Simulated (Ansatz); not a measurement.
**Two-dimensional strain map in HgTe**

The calculation used DFT PBEsol, scalar-relativistic, plane waves, PAW in Ansatz 0.2.0. Cutoff 420 eV, Γ-centred 12×12×8 k-points, Gaussian smearing of 0.15 eV. Spin–orbit coupling is left out, which can shift energies with elements as heavy as these. No spin polarisation. Energies are free energies at this smearing, counted from the undisturbed cell; pressure is positive in compression.

The starting cell (relaxed at this level; with this scan's settings it stands at 0.1 GPa; this rock-salt form isn't the usual structure):

```yaml
crystal:
  lattice:
    - [2.99955, -3.00014, 0.00000]
    - [2.99955, 3.00014, 0.00000]
    - [0.00000, 0.00000, 6.00867]
  atoms:
    - { symbol: Hg, position: [0.24982, 0.75018, 0.75000] }
    - { symbol: Hg, position: [0.75018, 0.24982, 0.25000] }
    - { symbol: Te, position: [0.74987, 0.25013, 0.75000] }
    - { symbol: Te, position: [0.25013, 0.74987, 0.25000] }
```

The cell is strained by p along both x and y and by q along z, fractional coordinates fixed. Points are written (p, q).

Energy above the undisturbed cell in meV/atom (a dash: not computed):

```
 p \ q  -0.050  -0.025  0.000  0.025  0.050
-0.050       ?       ?   75.2   61.2   55.1
-0.025    62.8       –   17.2      –      ?
 0.000    26.9     5.9    0.0    4.4   15.5
 0.025       ?       –   12.4      –      –
 0.050    40.5       –   45.2      –   89.3
```

Task: Fill in the withheld energies.

Result: (-0.050, -0.050): 142.3; (-0.050, -0.025): 100.7; (-0.025, 0.050): 15.8; (0.025, -0.050): 22.3.

Cost: 18 runs of about 6.7 core-minutes in all, on Intel Xeon 6975P-C (Granite Rapids) (shared hosts).